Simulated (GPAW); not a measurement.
# Li (Im-3m) in GPAW: reference runs

Aim: a first look at Li with PBE, on the cell as given and on a disturbed one.

Everything below comes from runs of GPAW 26.7.0. Logs are shortened: lines on timing, memory, paths and dates and some standing lists are left out, and cuts for length are marked. The log counts tension as positive stress, the text compression.

### 1 Starting point

It takes space group Im-3m (No. 229, cubic). The conventional cell has a = 3.509 Å, b = 3.509 Å, c = 3.509 Å, α = 90.00°, β = 90.00°, γ = 90.00°. Li (site symmetry m-3m) has 8 Li at 3.04 Å as nearest neighbours.

### 2 Single point, PBE

The input, run.py:

```python
from ase import Atoms
from ase.dft.bandgap import bandgap
from ase.io import write
from ase.units import Bohr, GPa
from gpaw import GPAW, PW
from gpaw.elf import elf_from_dft_calculation

atoms = Atoms(['Li'],
              cell=[[-1.75465, 1.75465, 1.75465],
                    [1.75465, -1.75465, 1.75465],
                    [1.75465, 1.75465, -1.75465]],
              scaled_positions=[[0.0, 0.0, 0.0]],
              pbc=True)

calc = GPAW(mode=PW(800),
            xc='PBE',
            kpts={'size': (11, 11, 11), 'gamma': True},
            occupations={'name': 'fermi-dirac', 'width': 0.05},
            nbands=6,
            convergence={'density': 1e-05, 'energy': 1e-05},
            maxiter=150,
            txt='gpaw.txt')
atoms.calc = calc
energy = atoms.get_potential_energy()
forces = atoms.get_forces()
stress = atoms.get_stress()
calc.write('gs.gpw')
write('result.traj', atoms)
print(f'Energy: {energy:.6f} eV')
print('Forces (eV/A):')
print(forces.round(4))
print('Stress (GPa):', (stress / GPa).round(3))
print('Fermi level:', round(calc.get_fermi_level(), 4), 'eV')
print(f'Gap: {bandgap(calc)[0]:.4f} eV, direct: {bandgap(calc, direct=True)[0]:.4f} eV')

# fields on the real-space grid
write('density.cube', atoms, data=calc.get_pseudo_density() * Bohr**3)
write('potential.cube', atoms, data=calc.get_electrostatic_potential())
write('elf.cube', atoms, data=elf_from_dft_calculation(calc).data)
```

Potentials or basis: GPAW PAW data sets (gpaw-data 1.2.1), pw.

Started as:

```
$ OMP_NUM_THREADS=1 python run.py
```

gpaw.txt:

```text
__  _  _
 | _ |_)|_||  |
 |__||  | ||/\| - 26.7.0

Input parameters:
  mode=PW(ecut=800.0),
  convergence={'density': 1e-05, 'energy': 1e-05},
  kpts=MonkhorstPack(size=(11, 11, 11), gamma=True),
  maxiter=150,
  nbands=6,
  occupations=Occupations(name='fermi-dirac', width=0.05),
  xc=XC(name='PBE')

Diagonalizing LCAO Hamiltonian
Converting LCAO to pw mode

       Li

Atoms  # Å, Bohr magnetons
|   | symbol |        x |        y |        z |    initial magnetic moments |
|---|--------|----------|----------|----------|-----------------------------|
| 0 |     Li | 0.000000 | 0.000000 | 0.000000 | ( 0.0000,  0.0000,  0.0000) |

Unit cell  # Å
| periodic |         x |         y |         z |  lengths |     angles |
|----------|-----------|-----------|-----------|----------|------------|
|      yes | -1.754650 |  1.754650 |  1.754650 | 3.039143 | 109.471221 |
|      yes |  1.754650 | -1.754650 |  1.754650 | 3.039143 | 109.471221 |
|      yes |  1.754650 |  1.754650 | -1.754650 | 3.039143 | 109.471221 |

Number of symmetries: 48
Symmetry operations  # r_c * U_cc + t_c -> r_c
|    | kind |            matrix            |
|----|------|------------------------------|
|  0 |  σ   |  1, 1, 1,  0, 0,-1,  0,-1, 0 |
|  1 |  C4  |  1, 1, 1,  0, 0,-1, -1, 0, 0 |
|  2 |  C2  |  1, 1, 1,  0,-1, 0,  0, 0,-1 |
|  3 |  S6  |  1, 1, 1,  0,-1, 0, -1, 0, 0 |
|  4 |  S6  |  1, 1, 1, -1, 0, 0,  0, 0,-1 |
|  5 |  C4  |  1, 1, 1, -1, 0, 0,  0,-1, 0 |
|  6 |  E   |  1, 0, 0,  0, 1, 0,  0, 0, 1 |
|  7 |  σ   |  1, 0, 0,  0, 1, 0, -1,-1,-1 |
|  8 |  σ   |  1, 0, 0,  0, 0, 1,  0, 1, 0 |
|  9 |  C3  |  1, 0, 0,  0, 0, 1, -1,-1,-1 |
| 10 |  C3  |  1, 0, 0, -1,-1,-1,  0, 1, 0 |
| 11 |  σ   |  1, 0, 0, -1,-1,-1,  0, 0, 1 |
| 12 |  σ   |  0, 1, 0,  1, 0, 0,  0, 0, 1 |
| 13 |  C2  |  0, 1, 0,  1, 0, 0, -1,-1,-1 |
| 14 |  C3  |  0, 1, 0,  0, 0, 1,  1, 0, 0 |
| 15 |  S4  |  0, 1, 0,  0, 0, 1, -1,-1,-1 |
| 16 |  S4  |  0, 1, 0, -1,-1,-1,  1, 0, 0 |
| 17 |  C3  |  0, 1, 0, -1,-1,-1,  0, 0, 1 |
| 18 |  C3  |  0, 0, 1,  1, 0, 0,  0, 1, 0 |
| 19 |  S4  |  0, 0, 1,  1, 0, 0, -1,-1,-1 |
| 20 |  σ   |  0, 0, 1,  0, 1, 0,  1, 0, 0 |
| 21 |  C3  |  0, 0, 1,  0, 1, 0, -1,-1,-1 |
| 22 |  C2  |  0, 0, 1, -1,-1,-1,  1, 0, 0 |
| 23 |  S4  |  0, 0, 1, -1,-1,-1,  0, 1, 0 |
| 24 |  C4  |  0, 0,-1,  1, 1, 1,  0,-1, 0 |
| 25 |  σ   |  0, 0,-1,  1, 1, 1, -1, 0, 0 |
| 26 |  S6  |  0, 0,-1,  0,-1, 0,  1, 1, 1 |
| 27 |  C2  |  0, 0,-1,  0,-1, 0, -1, 0, 0 |
| 28 |  C4  |  0, 0,-1, -1, 0, 0,  1, 1, 1 |
| 29 |  S6  |  0, 0,-1, -1, 0, 0,  0,-1, 0 |
| 30 |  S6  |  0,-1, 0,  1, 1, 1,  0, 0,-1 |
| 31 |  C4  |  0,-1, 0,  1, 1, 1, -1, 0, 0 |
| 32 |  C4  |  0,-1, 0,  0, 0,-1,  1, 1, 1 |
| 33 |  S6  |  0,-1, 0,  0, 0,-1, -1, 0, 0 |
| 34 |  σ   |  0,-1, 0, -1, 0, 0,  1, 1, 1 |
| 35 |  C2  |  0,-1, 0, -1, 0, 0,  0, 0,-1 |
| 36 |  C2  | -1, 0, 0,  1, 1, 1,  0, 0,-1 |
| 37 |  S6  | -1, 0, 0,  1, 1, 1,  0,-1, 0 |
| 38 |  S6  | -1, 0, 0,  0, 0,-1,  1, 1, 1 |
| 39 |  C2  | -1, 0, 0,  0, 0,-1,  0,-1, 0 |
| 40 |  C2  | -1, 0, 0,  0,-1, 0,  1, 1, 1 |
| 41 |  i   | -1, 0, 0,  0,-1, 0,  0, 0,-1 |
| 42 |  S4  | -1,-1,-1,  1, 0, 0,  0, 1, 0 |
| 43 |  C3  | -1,-1,-1,  1, 0, 0,  0, 0, 1 |
| 44 |  C3  | -1,-1,-1,  0, 1, 0,  1, 0, 0 |
| 45 |  σ   | -1,-1,-1,  0, 1, 0,  0, 0, 1 |
| 46 |  S4  | -1,-1,-1,  0, 0, 1,  1, 0, 0 |
| 47 |  C2  | -1,-1,-1,  0, 0, 1,  0, 1, 0 |

BZ-sampling:
  Number of BZ points: 1331
  Number of IBZ points: 56

  Monkhorst-Pack size: [11, 11, 11]
  Monkhorst-Pack shift: [0, 0, 0]

K-points  # in reciprocal-cell coordinates
|     |                                coordinates |     weight |
|-----|--------------------------------------------|------------|
|   0 | (  0.00000000,   0.00000000,   0.00000000) | 0.00075131 |
|   1 | (  0.09090909,   0.00000000,   0.00000000) | 0.00901578 |
|   2 | (  0.09090909,   0.09090909,  -0.09090909) | 0.00450789 |
|   3 | (  0.18181818,   0.00000000,  -0.09090909) | 0.01803156 |
|   4 | (  0.18181818,   0.00000000,   0.00000000) | 0.00901578 |
|   5 | (  0.18181818,   0.09090909,  -0.09090909) | 0.01803156 |
|   6 | (  0.18181818,   0.18181818,  -0.18181818) | 0.00450789 |
|   7 | (  0.27272727,  -0.09090909,  -0.09090909) | 0.00601052 |
|   8 | (  0.27272727,   0.00000000,  -0.09090909) | 0.03606311 |
|   9 | (  0.27272727,   0.00000000,   0.00000000) | 0.00901578 |
| ... |                                            |            |
|  55 | (  0.45454545,   0.45454545,   0.45454545) | 0.00601052 |

Plane wave coefficients: 1132
Cutoff: 800.0 eV

Spin-components: 1 (collinear spins)
Bands:           6
Projectors:      3
Spin-degeneracy: 2
Datatype:        complex128

Density:
  Valence electrons: 1.0
  Components: 1
  Grid points: [20 20 20]
  Charge: 0.0  # |e|

Potential:
  Grid points: [20 20 20]

species:
  Li:
    name:    Lithium
    Z:       3.0
    valence: 1
    core:    2
    charge:  0.0  # [|e|]
    compensation charges:
      type: gauss
      rc: 0.33  # [Å]
      lmax: 2
    cutoffs:
      filter: 1.91  # [Å]
      core: 2.55  # [Å]
    projectors
    | kind |    occ | energy [eV] | rcut [Å] |
    |------|--------|-------------|----------|
    |   2s |  1.000 |      -2.874 |    1.058 |
    |   2p |  0.000 |      -1.090 |    1.058 |
    |    s |        |      24.337 |    1.058 |

    Using partial waves for Li as LCAO basis

Reference energy: -202.787820  # eV

eigensolver:
  PPCG
  Converge bands: occupied
  niter=2

density mixing:
  MSR1-Mixer
  Pratt-step length: 0.05
  Maximum mixing coefficient: 0.75
  Old densities: 10
  SVD Regularization: 0.005
  Good broyden scale: 1.0
  Trust region scale: 1.0
  Backstep threshold: 4.0
  History deletion threshold: 6.0
  Fourier metric: weight=20.0, sigma=0.015

occupation numbers:
  Fermi-Dirac:
    width: 0.0500  # eV

poisson solver:
  ecut: 6400.0  # eV

xc functional:
  name: PBE with 2 nearest neighbor stencil

convergence criteria:
- Maximum integral of absolute [dens]ity change: 1e-05 electrons / valence electron
- Maximum [total energy] change in last 3 cyles: 1e-05 eV / valence electron
- Maximum integral of absolute [eigenst]ate change: 4e-08 eV^2 / valence electron
maximum number of iterations: 150

SCF iterations
|iter     | |      energy | eigst |  dens |
|---------|-|-------------|-------|-------|
|iter:   1| |   -1.911911 | -0.20 |       |
|iter:   2| |   -1.910520 | -3.16 | -1.29 |
|iter:   3| |   -1.901189 | -3.85 | -1.31 |
|iter:   4| |   -1.900875 | -3.71 | -1.77 |
|iter:   5| |   -1.900885 | -5.21 | -2.50 |
|iter:   6| |   -1.900885 | -7.90c| -3.09 |
|iter:   7| |   -1.900885c| -8.75c| -4.61 |
|iter:   8| |   -1.900885c| -9.12c| -5.39c|

Converged in 8 steps
Energy contributions relative to reference atoms: (reference = -202.787820)

Energy contributions:
  Kinetic:           1.531684
  Coulomb:          -1.380077
  Zero:             -0.007033
  External:          0.000000
  Xc:               -2.043608
  Entropy:          -0.003702
  Spinorbit:         0.000000
  ----------------------------
  Free energy:      -1.902736
  Extrapolated:     -1.900885

dipole moment: (-1.009890, -1.009890, -1.009890)  # |e|*Ang

Fermi level: 0.203
Eigenvalues  # (at kpt = [0.000, 0.000, 0.000])
| band index |      eig [eV] | occ [0-2] |
|------------|---------------|-----------|
|          0 |        -3.302 |     2.000 |
|          1 |        14.244 |     0.000 |
|          2 |        14.244 |     0.000 |
|          3 |        14.244 |     0.000 |
|          4 |        18.953 |     0.000 |
|          5 |        18.955 |     0.000 |

No gap
No difference between direct/indirect transitions

Forces  # eV/Ang
|        x |       y |       z |
|----------|---------|---------|
| -0.00000 | 0.00000 | 0.00000 |  # Li   0

Stress tensor  # eV/Ang^3
|        x |         y |         z |
|----------|-----------|-----------|
| 0.005001 |  0.000000 |  0.000000 |
| 0.000000 |  0.005001 | -0.000000 |
| 0.000000 | -0.000000 |  0.005001 |

# Writing to gs.gpw (mode='')
```

Wall time 5.3 s (1 thread of Arm Neoverse V1, shared host); peak memory 0.13 GiB.

What came out:

| Property | Result |
| --- | --- |
| Free energy | -1.9027 eV |
| Pressure | -0.8 GPa |
| Band gap on the k mesh | none (metal or under the smearing width) |

### 3 Single point, PBE (cell strained at random at fixed volume)

The input, run.py:

```python
from ase import Atoms
from ase.dft.bandgap import bandgap
from ase.io import write
from ase.units import GPa
from gpaw import GPAW, PW

atoms = Atoms(['Li'],
              cell=[[-1.733286, 1.766667, 1.7352],
                    [1.728388, -1.790938, 1.754573],
                    [1.743178, 1.80083, -1.759471]],
              scaled_positions=[[-0.011575, 0.00844, -0.02353]],
              pbc=True)

calc = GPAW(mode=PW(800),
            xc='PBE',
            kpts={'size': (11, 11, 11), 'gamma': True},
            occupations={'name': 'fermi-dirac', 'width': 0.05},
            nbands=6,
            convergence={'density': 1e-05, 'energy': 1e-05},
            maxiter=150,
            txt='gpaw.txt')
atoms.calc = calc
energy = atoms.get_potential_energy()
forces = atoms.get_forces()
stress = atoms.get_stress()
calc.write('gs.gpw')
write('result.traj', atoms)
print(f'Energy: {energy:.6f} eV')
print('Forces (eV/A):')
print(forces.round(4))
print('Stress (GPa):', (stress / GPa).round(3))
print('Fermi level:', round(calc.get_fermi_level(), 4), 'eV')
print(f'Gap: {bandgap(calc)[0]:.4f} eV, direct: {bandgap(calc, direct=True)[0]:.4f} eV')
```

Potentials or basis: GPAW PAW data sets (gpaw-data 1.2.1), pw.

Started as:

```
$ OMP_NUM_THREADS=1 python run.py
```

Wall time 43 s (1 thread of Arm Neoverse V1, shared host); peak memory 0.28 GiB.

The run converged. Its results:

* Free energy: -1.9025 eV
* Pressure: -0.8 GPa
* Band gap on the k mesh: none (metal or under the smearing width)

Stress tensor (GPa, compression positive):
```
-0.76 -0.07  0.02
-0.07 -0.87  0.19
 0.02  0.19 -0.78
```

Levels at points of the mesh, in eV from the Fermi level:
```tsv
k point	band 1	band 2
(0.00, 0.00, 0.00)	-3.51	13.85
```
